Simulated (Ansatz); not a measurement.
# WS2: a stretch of c alone

One table from this session's results is given with a row withheld; the runs are named, their logs left out.

Program: Ansatz 0.2.0. Level of theory: DFT PBE, scalar-relativistic, plane waves, PAW. These are calculated values, not measurements.

3 further runs of the same task are left out: 3 set aside as unsound or not needed.

### The starting structure

Symmetry: P6_3/mmc, No. 194, hexagonal system. The conventional cell has a = 3.188 Å, b = 3.188 Å, c = 14.871 Å, α = 90.00°, β = 90.00°, γ = 120.00°. W (site symmetry -6m2) has 6 S at 2.42 Å as nearest neighbours. S (site symmetry 3m) is surrounded by 3 W at 2.42 Å.

Coordinates:

```cif
data_structure
_symmetry_space_group_name_H-M 'P6_3/mmc'
_symmetry_Int_Tables_number 194
_cell_length_a 3.1878
_cell_length_b 3.1878
_cell_length_c 14.8713
_cell_angle_alpha 90.000
_cell_angle_beta 90.000
_cell_angle_gamma 120.000
_cell_volume 130.87
loop_
_atom_site_label
_atom_site_type_symbol
_atom_site_symmetry_multiplicity
_atom_site_Wyckoff_symbol
_atom_site_fract_x
_atom_site_fract_y
_atom_site_fract_z
_atom_site_occupancy
W1 W 2 c 0.33333 0.66667 0.25000 1
S1 S 4 f 0.33333 0.66667 0.64435 1
```

It goes back to an entry of the Materials Project.

This cell was relaxed beforehand with the same method: volume 21.81 Å³/atom, gap on the mesh 1.63 eV.

Set-up of the first run:

input.yaml reads:

```yaml
crystal:
  lattice:
    - [3.1877751512, 0.0, 0.0]
    - [-1.5938875756, 2.7606942625, 0.0]
    - [0.0, 0.0, 14.8713011223]
  atoms:
    - { symbol: W, position: [0.3333333333, 0.6666666667, 0.25] }
    - { symbol: W, position: [0.6666666667, 0.3333333333, 0.75] }
    - { symbol: S, position: [0.3333333333, 0.6666666667, 0.6443542753] }
    - { symbol: S, position: [0.6666666667, 0.3333333333, 0.1443542753] }
    - { symbol: S, position: [0.3333333333, 0.6666666667, 0.8556457247] }
    - { symbol: S, position: [0.6666666667, 0.3333333333, 0.3556457247] }
basis:
  ecutwfc: 420
kpoints:
  mp_grid: { grid: [12, 12, 2] }
hamiltonian:
  xc: pbe
scf:
  occupations: { method: gaussian, width: 0.02 }
output:
  forces: true
  stress: true
  eigenvalues: true
```

The run is started by

```sh
> ansatz run input.yaml --threads 1 --pin off --max-ram 2560MiB --backend cpu --events-out ev --progress --plain --runs-dir out
```

Steps of the session up to this table: Reference cell for the strains; Band edges over the zone; The cell strained by -2.0 %; Band edges over the zone at -2.0 %; The cell strained by +2.0 %; Band edges over the zone at +2.0 %; The cell strained by -4.0 %; Band edges over the zone at -4.0 %; Strain +4.0 %; Seeking the band edges at +4.0 %; At -6.0 %; Seeking the band edges at -6.0 %; Strain +6.0 %; The gap over the whole zone at +6.0 %.

One of the session's tables, all rows but one given; the rest of the session is left out.

Lengths are those of the vectors of the cell that was run; stresses in GPa:

```
strain (%)  ΔE (meV/atom)   c (Å)
      -6.0            0.7  13.979
      -4.0              ?       ?
      -2.0            0.1  14.574
      +0.0            0.0  14.871
      +2.0            0.0  15.169
      +4.0            0.1  15.466
      +6.0            0.2  15.764
```

**Question.** Estimate the row for strain (%) = -4.0.

Worked estimate for «ΔE (meV/atom)». A straight line through the neighbours (-6.0, 0.7) and (-2.0, 0.1) gives 0.7 + (0.1 − 0.7) × (-4.0 + 6.0) / (-2.0 + 6.0) = 0.4; a parabola fitted to 3 rows on both sides gives 0.3.

As computed: ΔE (meV/atom): 0.3; c (Å): 14.276. In «ΔE (meV/atom)» the line misses by +0.1 and the parabola by 0.0.

ΔE is over the unstrained cell. Stress in GPa, positive in compression, on the Cartesian axes of the input.

Caveats from the session: Layers here are held mostly by dispersion, which this level lacks, so their spacing and the stiffness across them are unreliable there. Warnings in the runs' records: stress scf threshold loose.
